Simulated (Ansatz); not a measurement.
## A vibration from a frozen displacement in TiAl

These are results of Ansatz, DFT PBE, scalar-relativistic, plane waves, PAW, not measurements. Cutoff 420 eV, Γ-centred 16×16×12 k-points, Gaussian smearing of 0.15 eV. No spin polarisation. Energies are free energies at this smearing, counted from the undisturbed cell; pressure is positive in compression.

The undisturbed cell (as given, not relaxed at this level; it stands at -0.7 GPa, and it needn't be the usual structure):

```
Ti Al
1.0
     2.83730    0.00000    0.00000
     0.00000    2.83730    0.00000
     0.00000    0.00000    4.05910
Ti Al
1 1
Direct
  0.00000 0.00000 0.00000
  0.50000 0.50000 0.50000
```

Every Ti atom is moved by x along the Cartesian unit vector (-1.000, 0.000, 0.000); the cell and all other atoms stay fixed. The cell's volume is 32.68 Å³; the moved atoms weigh 47.867 u together and the others 26.982 u. Some rows repeat others by symmetry and weren't run.

```csv
x (Å),ΔE (meV/cell),total force on the moved atoms along the move (eV/Å),pressure (GPa)
-0.3000,191.14,1.2417,1.4346
-0.2625,147.22,1.1000,0.9493
-0.2250,108.71,0.9528,0.5208
-0.1875,75.81,0.8010,0.1524
-0.1500,48.68,0.6453,-0.1527
-0.1125,27.45,0.4865,-0.3924
-0.0750,12.22,0.3255,-0.5649
0.0000,0.00,0.0000,-0.7036
0.0750,12.22,-0.3255,-0.5649
0.1125,27.45,-0.4865,-0.3924
0.1500,48.68,-0.6453,-0.1527
0.1875,75.81,-0.8010,0.1524
0.2250,108.71,-0.9528,0.5208
0.2625,147.22,-1.1000,0.9493
0.3000,191.14,-1.2417,1.4346
```

Question: What frequency belongs to this motion?

Answer: The force constant is k = −dF/dx = 4.340 eV/Å², from the parabola through x = -0.0750, 0 and 0.0750. In every cell the moved atoms swing against the rest, so the mass is μ = m₁m₂/(m₁ + m₂) = 17.255 u, and ν̃ = 521.5 cm⁻¹ × √(|k|/μ) = 262 cm⁻¹. To first order in x, and within 1 %, the force on every atom lies along the move and, within each of the two groups, in proportion to the atom's mass, so this is itself a mode at the zone centre of this cell.

Question: How far does the harmonic law reach?

Answer: At x = -0.300 Å, kx²/2 = 195.30 meV against the computed 191.14 meV (-2.1 %): the well is still close to harmonic there.

Question: The pressure changes with x². What does that say about the frequency under compression?

Answer: With E = k(V)x²/2, k ∝ V^(−2γ) and x scaling with the cell as V^(1/3), P − P0 = −∂E/∂V = (2γ − 2/3) ΔE/V. At x = 0.1125 Å, V(P − P0) = 32.68 × 0.31117 / 160.2 eV = 63.46 meV and ΔE = 27.45 meV, so γ = 1/3 + V(P − P0)/(2ΔE) = 1.49. This is the Grüneisen parameter of the motion under uniform scaling of the cell: shrinking the cell evenly by 1 % in volume raises the frequency by about 1.49 %.

In a metal these slopes depend on the k mesh and the smearing.

The positive curvature shows that this cell resists a rigid in-plane slide of its Ti layers against its Al layers. Fourfold symmetry about the layer normal gives the mode at 262 cm⁻¹ a degenerate partner along the other in-plane axis. Each atom sits at an inversion centre, so the energy has no cubic term and the first departure from harmonicity is quartic. Its sign is softening, as expected when a layer leaves the hollows of its neighbours and heads for the lower-curvature region near the bridge positions.

The slide shortens some Ti–Al contacts while lengthening others. Because short-range repulsion rises steeply, the shortened contacts probably outweigh the stretched ones, which would explain both the growing pressure and the stiffening under compression. The mode is polar by symmetry, but metallic screening removes the long-range field that would split it in an insulator. The value of 1.49 belongs to this motion alone; thermal expansion depends on an average over the whole phonon spectrum, including the acoustic branches.
